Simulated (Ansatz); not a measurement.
## Mg under changes of volume

One of the cells (23.237 Å³/atom); the others are scaled copies at fixed shape and fractional positions:

```xyz
2
Lattice="3.2093 0.0000 0.0000 -1.6046 2.7793 0.0000 0.0000 0.0000 5.2103" Properties=species:S:1:pos:R:3 pbc="T T T"
Mg    1.6047    0.9264    3.9077
Mg    0.0000    1.8529    1.3026
```

- Program: Ansatz 0.2.0
- Functional: PBE
- Potentials or basis: Ansatz PAW
- Cutoff: 420 eV (not typed: the program's choice for these potentials)
- k mesh: 10 × 10 × 5
- Occupations: fermi-dirac, width 0.05 eV
- Spin: no spin polarisation

| volume (Å³/atom) | energy over the lowest point (meV/atom) | pressure (GPa) |
| --- | --- | --- |
| 21.843 | ? | ? |
| 22.308 | 2.06 | 1.1 |
| 22.772 | 0.00 | 0.3 |
| 23.237 | 0.11 | -0.4 |
| 23.702 | 2.17 | -1.0 |
| 24.167 | 6.00 | -1.6 |
| 24.631 | 11.41 | -2.1 |

What does the run at 21.843 Å³/atom give?

Energy over the lowest point 6.53 meV/atom; pressure 2.0 GPa.

Worked out: A Birch-Murnaghan fit of order 3 (a polynomial in V^(-2/3)) to the other rows has its minimum at 22.98 Å³/atom with B0 = V·E''(V) = 35 GPa and B' = 4.1 at fixed shape and positions, which overstates the stiffness. It gives 6.53 meV/atom at 21.843 Å³/atom, against the run's 6.53, and -dE/dV = 2.0 GPa, against 2.0.

Energies are extrapolated to zero smearing.
